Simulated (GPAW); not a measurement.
# TiB2: relaxation of cell and atoms with PBEsol+D3

TiB2:

```
CELL_PARAMETERS angstrom
3.02920 0.00000 0.00000
-1.51460 2.62336 0.00000
0.00000 0.00000 3.22840
ATOMIC_POSITIONS crystal
Ti 0.00000 0.00000 0.00000
B 0.66667 0.33333 0.50000
B 0.33333 0.66667 0.50000
```

```json
{"Program": "GPAW 26.7.0", "Task": "relaxation of cell and atoms", "Functional": "PBEsol", "Dispersion": "D3", "Potentials or basis": "PAW data sets generated in the run's folder for this functional", "Cutoff": "800 eV", "Basis": "pw", "k mesh": "7 × 7 × 6", "Occupations": "fermi-dirac, width 0.05 eV", "Spin": "no spin polarisation", "Maxiter": "150", "Optimizer": "BFGS", "Fmax": "0.02 eV/Å", "Max steps": "60", "Convergence": "density=1e-05 forces=0.0001"}
```

| Property | Result |
| --- | --- |
| Relaxed volume | 8.24 Å³/atom |
| Relaxed cell | a = 3.004 Å, b = 3.004 Å, c = 3.163 Å, α = 90.00°, β = 90.00°, γ = 120.00° |
| Space group after relaxing (to 0.05 Å) | P6/mmm (No. 191) |
| Energy gained by relaxing | 9.5 meV/atom |
| Ionic steps | 6 |
| Pressure after relaxing | -0.2 GPa |
| Band gap on the k mesh | none (metal or under the smearing width) |
| Dispersion energy per atom | -0.241 eV |

Stress tensor (GPa, compression positive):
```
-0.15  0.00  0.00
 0.00 -0.15  0.00
 0.00  0.00 -0.26
```

Step by step:
| step | energy change (eV) | largest force (eV/Å) | pressure (GPa) | volume (Å³) |
| --- | --- | --- | --- | --- |
| 1 | 0.0000 | 0.0000 | -9.49 | 25.66 |
| 2 | -0.0097 | 0.0000 | -7.72 | 25.47 |
| 3 | -0.0271 | 0.0000 | 0.58 | 24.68 |
| 4 | -0.0275 | 0.0000 | 0.28 | 24.70 |
| 5 | -0.0285 | 0.0000 | -0.37 | 24.74 |
| 6 | -0.0285 | 0.0000 | -0.19 | 24.72 |

Final structure:
```
CELL_PARAMETERS angstrom
3.00442 0.00000 0.00000
-1.50221 2.60190 0.00000
0.00000 0.00000 3.16276
ATOMIC_POSITIONS crystal
Ti 0.00000 0.00000 0.00000
B 0.66667 0.33333 0.50000
B 0.33333 0.66667 0.50000
```

Levels at points of the mesh, in eV from the Fermi level:
```tsv
k point	band 6	band 7	band 8	band 9	band 10	band 11	band 12	band 13
(0.00, 0.00, 0.00)	-2.66	-2.66	-2.10	-2.08	2.13	2.13	4.05	4.05
(0.00, 0.00, 0.50)	-7.65	-0.47	-0.47	-0.16	-0.16	0.56	0.56	1.99
```

It took 47 s on 1 thread of Intel(R) Xeon(R) 6975P-C (Granite Rapids) (shared host), peak memory 0.24 GiB.

Caveat: later steps reuse the first step's grids; pairwise dispersion overbinds metals, which lowers pressure and volume.
